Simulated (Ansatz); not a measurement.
# Sc2NS2 MXene monolayer in a perpendicular field

Aim: how the Sc2NS2 MXene monolayer screens a field along its normal, and what the field does to its bands. A positive field points along +c.

Calculated with Ansatz 0.2.0; plane-wave DFT, PBE-D3(BJ), Ansatz PAW (set soft_1); PAW set soft_1.

### 1. The structure

The cell holds 5 atoms: 2 S, 2 Sc and 1 N. Its edges and angles: a = 3.155 Å, b = 3.155 Å, c = 43.244 Å, α = 90.0°, β = 90.0°, γ = 120.0°. Vacuum lies along c.

### 2. Relaxing the slab

The starting cell is a guess, so the in-plane lattice and the atoms are relaxed first, with the slab cut off from its images along the normal.

input.yaml reads:

```yaml
crystal:
  lattice:
    - [3.15458, 0.0, 0.0]
    - [-1.57729, 2.7319464183, 0.0]
    - [0.0, 0.0, 43.2441631042]
  atoms:
    - { symbol: S, position: [0.3333333333, 0.6666666667, 0.4289596253] }
    - { symbol: Sc, position: [0.6666666667, 0.3333333333, 0.471216619], spin: 1.0 }
    - { symbol: "N", position: [0.0, 0.0, 0.5] }
    - { symbol: Sc, position: [0.3333333333, 0.6666666667, 0.528783381], spin: 1.0 }
    - { symbol: S, position: [0.6666666667, 0.3333333333, 0.5710403747] }
  periodic: [true, true, false]
magnetization:
  spin_polarized: true
kpoints:
  mp_grid: { grid: [12, 12, 1] }
hamiltonian:
  xc: pbe
  dispersion: d3bj
  pseudopotentials: { kind: paw, azcp: { folder: soft_1 } }
scf:
  occupations: { method: fermi_dirac, width: 0.05 }
  convergence: { dr2_threshold: 1.0e-09 }
relax:
  f_tol: 0.004
  max_steps: 90
  cell: {}
output:
  write_potential: true
  write_density: true
  volumetric_format: npy
```

Run with:

```sh
> ansatz run input.yaml --threads 2 --pin off --max-ram 3072MiB --backend cpu --events-out ev --progress --plain --runs-dir out
```

Numbers of over 12 decimals in the logs are rounded to 6 here.

Log:

```text
Warning: relax.cell: scf.convergence.dr2_threshold = 1e-9 eV is looser than the 1.91839896452e-10 eV advised for a relaxation that steers and ends on the stress (1e-10 eV for each atom of the cell: 5, times the square of relax.cell.stress_2d_tol = 0.05 N/m over 16.1 Å (the atoms' height at the walk's start and 5 Å past either face), 3.097e-2 GPa, over a crystal's default 0.05). What an SCF threshold leaves in a stress goes as its square root, and in the free energy as the threshold itself, and one threshold admits the most on a small cell: [figures from the program's tests cut] Set scf.convergence.dr2_threshold to 1.91839896452e-10 eV or tighter. [rest of the remark cut]
Engine: ansatz 0.2.0, aarch64-unknown-linux-gnu
Pseudopotentials: kind: paw
Pseudopotential: S, paw, valence charge 6, recommended cutoff 420 eV (normal), soft_1/S.paw.azcp
Pseudopotential: Sc, paw, valence charge 11, recommended cutoff 420 eV (normal), soft_1/Sc.paw.azcp
Pseudopotential: N, paw, valence charge 5, recommended cutoff 420 eV (normal), soft_1/N.paw.azcp
Functional definition: PBE
  parameter kappa = 0.804
  parameter beta = 0.066725
  exchange = pbe_x(kappa = kappa, mu = beta*pi^2/3)
  correlation = pbe_c(beta = beta)
Crystal: 5 atoms, lattice volume = 372.684 Å³
Basis set: ecut = 420 eV, 7189 PW (Γ), exchange–correlation on 48×48×600 points (8 copies of the dense FFT grid, shifted against one another)
Bands: 26, of which v1, the nominal top of the filled ones, is band 20 counted from 1 (19 counted from 0)
Symmetry: 12 space group operations
Space group: P-3m1 (ITA 164), of the structure as read, at distance tolerance 7.2e-5 Å
Magnetic group: BNS 164.85 (UNI 1315), of the structure as read, at distance tolerance 7.2e-5 Å
k-points: 19 of 144
Non-local potential: S, projectors of the file, l = 0: 2, l = 1: 2, l = 2: 1
Non-local potential: Sc, projectors of the file, l = 0: 3, l = 1: 2, l = 2: 3, l = 3: 1
Non-local potential: N, projectors of the file, l = 0: 2, l = 1: 2, l = 2: 1
PAW form: soft (Blöchl's): semilocal exchange-correlation on the pseudo side does not see the compensation charge
PAW one-centre angular grid: S, 110 points (default); XC on 64 Gauss nodes
PAW one-centre angular grid: Sc, 590 points (default); XC on 64 Gauss nodes
PAW one-centre angular grid: N, 110 points (default); XC on 64 Gauss nodes
Initial density: superposition of atomic densities (neutral atoms: chi_scale 0, normalization atom)
Starting moments: Σ|m| = 2 μB on 2 of 5 sites
Initial wavefunctions: pseudopotential atomic-orbital guess
Functional: x = pbe(κ = 0.804, μ = 0.219515), c = pbe(β = 0.066725)
SCF iter   1: F=—  HF=-6470.752329 eV  |F-HF|=—  |Δ(HF+E_count)|=         —  Δρ=2.78e-2 (↑2.78e-2 ↓2.49e-2)  dr2=1.64e1  dr2_m=4.31e-1  M=0.546 μB ∫|m|=0.707 μB  β_m=0.30  ethr=3.10e-3  ⟨swp⟩=11.9  Hψ=7462  notcnv=0
Mixer restart at iter 1: flushing history
preconditioner: auto → LDOS  [metal: Δε(μ)=0.006 eV  Ē_g=9.257 eV  σ=0.050 eV  W_gap=0.03  n_scr=24 (ndim 8)  ℏωp=9.2 eV  f_vac=0.764  D(μ)=3.28/eV (n_scr^D=16)]
spin=Collinear: LDOS preconditioning applied to the charge; magnetization (m = ρ↑ − ρ↓) channel mixes plain (no charge-response kernel on spin).
SCF iter   2: F=—  HF=-6467.799576 eV  |F-HF|=—  |Δ(HF+E_count)|=    2.95e0  Δρ=1.33e-2 (↑1.33e-2 ↓9.99e-3)  dr2=1.77e0  dr2_m=2.55e-1  M=0.343 μB ∫|m|=0.558 μB  β_m=0.37  ethr=3.10e-3  ⟨swp⟩=4.3  Hψ=2511  notcnv=0  defer=41
SCF iter   3: F=—  HF=-6467.687223 eV  |F-HF|=—  |Δ(HF+E_count)|=   1.12e-1  Δρ=7.25e-3 (↑7.25e-3 ↓5.77e-3)  dr2=1.83e-1  dr2_m=8.66e-2  M=0.229 μB ∫|m|=0.409 μB  β_m=0.59  ethr=3.10e-3  ⟨swp⟩=3.5  Hψ=2147  notcnv=0  defer=44
SCF iter   4: F=—  HF=-6467.859834 eV  |F-HF|=—  |Δ(HF+E_count)|=         —  Δρ=2.47e-3 (↑2.47e-3 ↓1.91e-3)  dr2=1.55e-2  dr2_m=1.30e-2  M=0.052 μB ∫|m|=0.134 μB  β_m=0.59  ethr=4.69e-4  ⟨swp⟩=3.3  Hψ=2226  notcnv=0  defer=45
SCF iter   5: F=—  HF=-6467.857064 eV  |F-HF|=—  |Δ(HF+E_count)|=   2.77e-3  Δρ=7.98e-4 (↑7.98e-4 ↓6.52e-4)  dr2=1.06e-3  dr2_m=1.56e-3  M=0.027 μB ∫|m|=0.074 μB  β_m=0.80  ethr=3.97e-5  ⟨swp⟩=3.6  Hψ=2438  notcnv=0  defer=45
SCF iter   6: F=—  HF=-6467.859297 eV  |F-HF|=—  |Δ(HF+E_count)|=   2.23e-3  Δρ=3.02e-4 (↑1.52e-4 ↓3.02e-4)  dr2=4.55e-4  dr2_m=1.17e-4  M=0.008 μB ∫|m|=0.022 μB  β_m=0.83  ethr=2.73e-6  ⟨swp⟩=3.2  Hψ=2284  notcnv=0  defer=45
SCF iter   7: F=—  HF=-6467.859331 eV  |F-HF|=—  |Δ(HF+E_count)|=   3.36e-5  Δρ=1.50e-4 (↑1.50e-4 ↓6.17e-5)  dr2=6.81e-5  dr2_m=3.14e-5  M=0.004 μB ∫|m|=0.012 μB  β_m=0.86  ethr=1.17e-6  ⟨swp⟩=2.8  Hψ=1951  notcnv=0  defer=45
SCF iter   8: F=—  HF=-6467.859362 eV  |F-HF|=—  |Δ(HF+E_count)|=   3.10e-5  Δρ=4.62e-5 (↑4.62e-5 ↓3.39e-5)  dr2=1.79e-5  dr2_m=2.44e-6  M=0.001 μB ∫|m|=0.003 μB  β_m=0.74  ethr=1.75e-7  ⟨swp⟩=3.8  Hψ=2365  notcnv=0  defer=45
SCF iter   9: F=—  HF=-6467.859361 eV  |F-HF|=—  |Δ(HF+E_count)|=   5.35e-7  Δρ=1.31e-5 (↑1.31e-5 ↓9.73e-6)  dr2=1.43e-6  dr2_m=1.42e-7  M=0.000 μB ∫|m|=0.001 μB  β_m=0.79  ethr=4.58e-8  ⟨swp⟩=3.2  Hψ=2084  notcnv=0  defer=45
SCF iter  10: F=—  HF=-6467.859361 eV  |F-HF|=—  |Δ(HF+E_count)|=   2.70e-7  Δρ=2.33e-6 (↑2.33e-6 ↓2.31e-6)  dr2=6.80e-8  dr2_m=7.40e-9  M=0.000 μB ∫|m|=0.000 μB  β_m=0.79  ethr=3.68e-9  ⟨swp⟩=3.3  Hψ=2127  notcnv=0  defer=45
SCF iter  11: F=—  HF=-6467.859361 eV  |F-HF|=—  |Δ(HF+E_count)|=   6.34e-8  Δρ=9.31e-7 (↑9.31e-7 ↓8.08e-7)  dr2=4.49e-9  dr2_m=1.61e-9  M=0.000 μB ∫|m|=0.000 μB  β_m=0.79  ethr=1.74e-10  ⟨swp⟩=3.7  Hψ=2259  notcnv=0  defer=45
SCF iter  12: F=—  HF=-6467.859361 eV  |F-HF|=—  |Δ(HF+E_count)|=   2.15e-8  Δρ=4.40e-7 (↑4.40e-7 ↓3.46e-7)  dr2=2.03e-10  dr2_m=4.96e-10  M=0.000 μB ∫|m|=0.000 μB  β_m=0.90  ethr=1.15e-11  ⟨swp⟩=3.3  Hψ=2207  notcnv=0  defer=45
SCF iter  13: F=—  HF=-6467.859361 eV  |F-HF|=—  |Δ(HF+E_count)|=   3.87e-9  Δρ=1.93e-7 (↑1.93e-7 ↓1.88e-7)  dr2=5.91e-11  dr2_m=1.14e-10  M=0.000 μB ∫|m|=0.000 μB  β_m=0.95  ethr=1.00e-12  ⟨swp⟩=4.2  Hψ=2463  notcnv=0  defer=45
SCF iter  14: F=-6467.859361 eV  HF=-6467.859361 eV  |F-HF|=1.30e-10  |Δ(HF+E_count)|=  7.80e-10  Δρ=8.27e-8 (↑7.23e-8 ↓8.27e-8)  dr2=7.04e-11  dr2_m=7.45e-12  M=0.000 μB ∫|m|=0.000 μB  ethr=1.00e-12  ⟨swp⟩=8.6  Hψ=6787  notcnv=0
WARN: the starting moments were not kept: the SCF closed with an absolute magnetisation of 1.1e-5 μB, where they sum to 2 μB in size (2 sites). That is at most 0.1 of that sum. Measured as dr2_m measures the in/out step, that magnetisation stands 1.8e-11 eV from none, at or under the dr2_threshold of 1.0e-9 eV: it is no larger than a step whose dr2_m would equal this threshold. The system may hold no moment; this SCF [...]
[...]
relax step   6: F+E_penalty+E_count = -6468.17505991 eV  Δ(F+E_penalty+E_count) = -5.201e-3 eV  max|allowed force component| = 2.442e-3 eV/Å  Δτ_max = 0.0000 Å  P = +0.080 N/m  Ω = 405.934 Å³  fix = [c, alpha, beta]  reactions: c +0.000 N/m  stress off target by 7.96e-2 N/m on what of the cell is left free  SCF on the basis re-selected at this cell (its energy is not comparable with the rows above)  (6 SCF iters)
[...]
relax step   7: F+E_penalty+E_count = -6468.17505572 eV  Δ(F+E_penalty+E_count) = +4.189e-6 eV  max|allowed force component| = 1.643e-3 eV/Å  Δτ_max = 0.0013 Å  P = +0.011 N/m  Ω = 406.275 Å³  energy of the carried Pulay correction = -2.832e-5 eV  fix = [c, alpha, beta]  reactions: c +0.000 N/m  (7 SCF iters, accepted)
iter 1 solved again at ethr=4.04e-7 eV; its pass at ethr=3.10e-3 eV (dr2=1.58e-4 eV) is discarded
SCF iter   1: F=—  HF=-6468.175063 eV  |F-HF|=—  |Δ(HF+E_count)|=         —  Δρ=4.45e-6 (↑4.44e-6 ↓4.45e-6)  dr2=2.92e-8  dr2_m=1.42e-11  M=-0.000 μB ∫|m|=0.000 μB  β_m=0.65  ethr=4.04e-7  ⟨swp⟩=6.2  Hψ=11402  notcnv=0
eigensolver tolerance schedule: the retry pair's looser diagonalisation over-reported the residual by 5404.54 of it (diagonalisation noise at 2.39 of the residual, at the tolerance the schedule requests for it); recorded, not acted on — ethr = c·dr2/N_el stays at c = 1.0e-1
preconditioner: auto → LDOS  [metal: Δε(μ)=0.078 eV  Ē_g=7.997 eV  σ=0.050 eV  W_gap=0.36  n_scr=22 (ndim 8)  ℏωp=8.8 eV  f_vac=0.776  D(μ)=2.19/eV (n_scr^D=12)]
spin=Collinear: LDOS preconditioning applied to the charge; magnetization (m = ρ↑ − ρ↓) channel mixes plain (no charge-response kernel on spin).
SCF iter   2: F=—  HF=-6468.175049 eV  |F-HF|=—  |Δ(HF+E_count)|=   1.37e-5  Δρ=1.89e-6 (↑1.89e-6 ↓1.86e-6)  dr2=4.36e-8  dr2_m=4.84e-12  M=-0.000 μB ∫|m|=0.000 μB  β_m=0.30  ethr=7.48e-11  ⟨swp⟩=6.1  Hψ=3676  notcnv=0
SCF iter   3: F=—  HF=-6468.175032 eV  |F-HF|=—  |Δ(HF+E_count)|=   1.73e-5  Δρ=2.11e-6 (↑2.11e-6 ↓2.10e-6)  dr2=9.10e-9  dr2_m=5.86e-12  M=-0.000 μB ∫|m|=0.000 μB  β_m=0.65  ethr=7.48e-11  ⟨swp⟩=2.3  Hψ=1363  notcnv=0
SCF iter   4: F=—  HF=-6468.175077 eV  |F-HF|=—  |Δ(HF+E_count)|=   4.57e-5  Δρ=9.14e-7 (↑9.02e-7 ↓9.14e-7)  dr2=2.71e-8  dr2_m=8.47e-13  M=-0.000 μB ∫|m|=0.000 μB  β_m=0.62  ethr=2.33e-11  ⟨swp⟩=5.0  Hψ=2673  notcnv=0  recentre
SCF iter   5: F=—  HF=-6468.175067 eV  |F-HF|=—  |Δ(HF+E_count)|=   1.00e-5  Δρ=8.64e-7 (↑8.62e-7 ↓8.64e-7)  dr2=3.68e-10  dr2_m=1.46e-12  M=-0.000 μB ∫|m|=0.000 μB  β_m=0.57  ethr=2.33e-11  ⟨swp⟩=4.1  Hψ=2191  notcnv=0
SCF iter   6: F=-6468.175083 eV  HF=-6468.175078 eV  |F-HF|=4.37e-6  |Δ(HF+E_count)|=   1.11e-5  Δρ=3.59e-7 (↑3.56e-7 ↓3.59e-7)  dr2=5.16e-10  dr2_m=3.99e-13  M=-0.000 μB ∫|m|=0.000 μB  ethr=1.00e-12  ⟨swp⟩=11.6  Hψ=7967  notcnv=0
the starting moments were not kept: the SCF closed with an absolute magnetisation of 1.2e-6 μB, where they sum to 2 μB in size (2 sites). That is at most 0.1 of that sum. Measured as dr2_m measures the in/out step, that magnetisation stands 1.7e-13 eV from none, at or under the dr2_threshold of 1.0e-9 eV: it is no larger than a step whose dr2_m would equal this threshold.
SCF 8 converged in 6 iterations: F = -6468.175083 eV  dr2 = 5.16e-10
relax step   8: F+E_penalty+E_count = -6468.17508269 eV  Δ(F+E_penalty+E_count) = -2.697e-5 eV  max|allowed force component| = 1.645e-3 eV/Å  Δτ_max = 0.0000 Å  P = +0.011 N/m  Ω = 406.275 Å³  fix = [c, alpha, beta]  reactions: c +0.000 N/m  stress off target by 1.11e-2 N/m on what of the cell is left free  SCF on the basis re-selected at this cell (its energy is not comparable with the rows above)  (6 SCF iters)
basis re-selected at this cell: Δ(F+E_penalty+E_count) = -2.697e-5 eV, ΔP = +0.000 N/m vs the last step (what re-selecting the basis moved, of the pressure what is left beyond the Pulay correction that the steps carried, after the strain that the cell walked since its last selection, with what the two solves' SCF thresholds leave and, on support functions, any second-order correction that the steps lacked; it is no m [...]
WARN: The input density's exchange-correlation potential varies sharply where the density is thin. Do not read a vacuum level from v_tot or v_xc, or from such a field of the output density. On a cell that repeats whose density bears no net charge and no dipole along the vacuum's axis use v_es (v_loc + v_h of the components); under efield.dipole_correction with no amplitude use v_es + v_field, which holds any external [...]
SCF converged after 6 iterations
Magnetization: -0.0000 μB (19.5000 up, 19.5000 down)
Absolute magnetization: 0.0000 μB (∫|ρ↑−ρ↓|, with the PAW one-centre terms)
Spin contamination: 0.0000 ħ² per cell (⟨S²⟩ above its minimum at these occupations)
Per-site moments (μB) at R_I (Å): [(-1.240155116592895e-7, 1.044051), (-9.430448588714898e-8, 0.943057), (3.002979820222401e-7, 0.943057), (-9.43044858552024e-8, 0.943057), (-1.240155116981993e-7, 1.044051)]
Free energy (F): -6468.175083 eV
Harris-Foulkes:  -6468.175078 eV  (|F-HF|=4.37e-6)
Internal energy: -6468.156261 eV  (E = F + TS)
E sigma→0 (E₀):  -6468.165672 eV
Entropy (-TS):   -0.018822 eV (-3.764 meV/atom)
Fermi energy:    -6.784606 eV
--- Per-component energies (eV) ---
  E_band       = -888.290449
  E_kinetic    = 755.087591
  E_local      = -127388.375478  (includes V_loc(G=0)·N_el)
  E_nonlocal   = 385.640871
  E_hartree    = 63097.732138
  E_xc         = -410.804156
  E_vxc        = -454.225082  (∫ρ·V_xc dr)
  E_paw        = -3324.384085  (= ΣΔE_a)
  E_vpaw       = -381.887084  (= ΣTr[D̂ρ^β])
  E_aug_tail   = 0.000982  (compensation charges beyond the density's cutoff)
  E_ewald      = 60418.412888
  E_disp       = -1.467012  (pairwise vdW)
  E_smearing   = -0.018822  (= −TS)
  E_closure    = 0.000000  (closes the sum)
  Σ components = -6468.175083   (vs F -6468.175083, Δ=0.00e0)
--- Forces (eV/Å), atoms counted from 1 ---
  atom   1  S      0.00000000     0.00000000    -0.00119443
  atom   2  Sc     0.00000000    -0.00000000     0.00164460
  atom   3  N      0.00000000     0.00000000     0.00000000
  atom   4  Sc     0.00000000     0.00000000    -0.00164460
  atom   5  S      0.00000000    -0.00000000     0.00119443
  max |Σ_I F_I| component: 0.00e0 eV/Å
--- 2D stress c σ (N/m, compression-positive) ---
        0.011139      -0.000000      -0.000000
       -0.000000       0.011139      -0.000000
       -0.000000      -0.000000       0.000000
  P = ½ c Tr σ = 0.0111 N/m
--- Band table (eV; the first three rows and the last of 38) ---
  k-point 0 ↑: bands = [... 16 lower, -6.4818, -6.4818, -5.7620, -5.7620, -4.2836, -4.2015, -4.2015, -3.2446, ... 2 higher]
  k-point 1 ↑: bands = [... 16 lower, -6.6458, -6.5270, -6.3158, -5.9646, -4.3854, -4.0685, -4.0140, -3.1351, ... 2 higher]
  k-point 2 ↑: bands = [... 16 lower, -7.4015, -7.0517, -6.6718, -6.3200, -4.8060, -3.7723, -3.6730, -3.1703, ... 2 higher]
  k-point 18 ↓: bands = [... 16 lower, -8.9083, -8.9083, -8.1826, -8.1826, -3.5059, -3.5059, -3.4464, -2.3617, ... 2 higher]
  the weakly bound empty levels are not read free of the cell's end (no_gap_told)
--- Relaxed structure (6 steps of the walk, 5 accepted, 2 SCFs on fresh bases) ---
  F+E_penalty+E_count = -6468.17508269 eV   max|allowed force component| = 1.645e-3 eV/Å   (the final SCF, on the basis selected at the relaxed cell)
  cell:  # Å, volume = 406.2749 Å³
    - [3.293676, 0.0, 0]
    - [-1.646838, 2.852407, 0]
    - [0, 0, 43.2441631042]
  atoms:
    - { symbol: S, position: [0.333333, 0.666667, 0.432027] }
    - { symbol: Sc, position: [0.666667, 0.333333, 0.470653] }
    - { symbol: N, position: [0, 0, 0.500000] }
    - { symbol: Sc, position: [0.333333, 0.666667, 0.529347] }
    - { symbol: S, position: [0.666667, 0.333333, 0.567973] }
```

Elapsed: 1.9 min, on 2 threads of Arm Neoverse V2, shared host; peak memory 0.82 GiB.

The steps of the relaxation:

```csv
step,energy less that of the first step (eV),largest force component (eV/Å),volume (Å³)
1,0.0000,1.2343,372.68
2,-0.2689,0.6616,404.65
3,-0.2061,1.0901,409.27
4,-0.3100,0.0782,406.67
5,-0.3105,0.0028,405.93
6*,-0.3157,0.0024,405.93
7,-0.3157,0.0016,406.27
8*,-0.3157,0.0016,406.27
```

Relaxation steps marked * repeat the geometry before them on a plane-wave basis chosen anew for their cell, so energy and pressure can jump there. Relaxation step 3 was tried and not accepted.

The run keeps the 12 symmetry operations that it works with, so distortions that break them were not tested.

```csv
cell as run,before,after,change
a (Å),3.155,3.294,+4.4 %
b (Å),3.155,3.294,+4.4 %
```

The atoms that moved most (Å, along periodic axes as changes of fractional coordinates times the final cell, across vacuum about the mean position):

```csv
atom,dx,dy,dz,length
S5,0.000,0.000,-0.133,0.133
S1,0.000,0.000,0.133,0.133
Sc2,0.000,0.000,-0.024,0.024
Sc4,0.000,0.000,0.024,0.024
```

The relaxed structure:

```xyz
5
Lattice="3.2937 0.0000 0.0000 -1.6468 2.8524 0.0000 0.0000 0.0000 43.2442" Properties=species:S:1:pos:R:3
S     0.0000    1.9016   18.6827
Sc    1.6468    0.9508   20.3530
N     0.0000    0.0000   21.6221
Sc    0.0000    1.9016   22.8912
S     1.6468    0.9508   24.5615
```

This step gave:

- energy at zero smearing: -6468.1657 eV

The lattice constant a goes from 3.155 to 3.294 Å.

(Continued in part 2 of 2.)

[Logs are printed without paths, hosts, clocks, repeated set-up lines and the standing remarks that a program may print on its own settings, such as how far it seeks lower states.]

[Hosts, paths, dates, database ids (printed as entryN), source tags and the programs' standing remarks are cut or masked in the printed files.]

[Maps of the electrostatic potential energy from Ansatz leave out the sawtooth potential of an applied field or a dipole correction, so their vacuum need not be flat; planar profiles and work functions include it.]
